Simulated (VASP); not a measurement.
Runs of VASP 6.6.1 on WC (Qusongite). Symmetry: P-6m2, No. 187, hexagonal system. The conventional cell has a = 2.907 Å, b = 2.907 Å, c = 2.837 Å, α = 90.00°, β = 90.00°, γ = 120.00°. W (site symmetry -6m2) has 6 C at 2.20 Å as nearest neighbours. Around C (site symmetry -6m2) lie 6 W at 2.20 Å. 

```csv
task,level,cell,cutoff (eV),smearing,gap on the mesh (eV),pressure (GPa),relaxed volume (Å³/atom)
relaxation of cell and atoms,BLYP+D3,relaxed,600,fermi-dirac 0.05 eV,none,0.0,10.68
single point,PBE,as given,520,gaussian 0.028 eV,none,6.7,-
relaxation of cell and atoms,BLYP+D3(BJ),relaxed,600,fermi-dirac 0.05 eV,none,0.0,(a)
relaxation of cell and atoms,BLYP+D4,relaxed,600,fermi-dirac 0.05 eV,none,0.0,10.56
```

Alike in all rows: potentials or basis VASP PAW PBE potentials, release 64 (W_sv, C); no spin polarisation; k mesh 10 × 10 × 9.

Q: Estimate the missing entries.

A: (a) 10.48.

Caveats: the PAW data sets were made with another functional, which shifts forces and pressure a little (some runs); pairwise dispersion overbinds metals, which lowers pressure and volume (some runs).

A k mesh can miss the band edges, and the runs leave out spin-orbit coupling on W.

A gap of «none» marks a metal or a gap under the smearing width.
